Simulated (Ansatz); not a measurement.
Crystal: HfO2.

```xyz
3
Lattice="0.0000 2.5575 2.5575 2.5575 0.0000 2.5575 2.5575 2.5575 0.0000" Properties=species:S:1:pos:R:3 pbc="T T T"
Hf    0.0000    0.0000    0.0000
O     3.8363    3.8363    3.8363
O     1.2788    1.2788    1.2788
```

Measurements of this composition are mostly on another form, of space group No. 14.

Base run:

- Program: Ansatz 0.2.0
- Functional: BLYP
- Potentials or basis: Ansatz PAW
- Cutoff: 420 eV (not typed: the program's choice for these potentials)
- k mesh: 9 × 9 × 9
- Occupations: fermi-dirac, width 0.05 eV
- Spin: no spin polarisation

Its results: band gap on the k mesh 3.89 eV, indirect (least direct gap 4.00 eV); pressure 4.0 GPa.

Q: The run is repeated on the same cell with these changes: functional from BLYP to SVWN5. What comes out?

A: Band gap on the k mesh 3.62 eV, indirect (least direct gap 3.73 eV); pressure -16.7 GPa.

SVWN5 binds more tightly than BLYP, so the same cell stands under less pressure.

Caveats: the k mesh misses the band edges, so the gap on the mesh is wider than the one along the path; spin-orbit coupling is left out, which moves the levels of the heavy elements; the PAW data sets come from PBE, with cores solved anew for the run's functional, which leaves a small shift of forces and pressure; so large a pressure means that the cell lies far from this level's equilibrium, or that cutoff or potentials fall short (some runs).
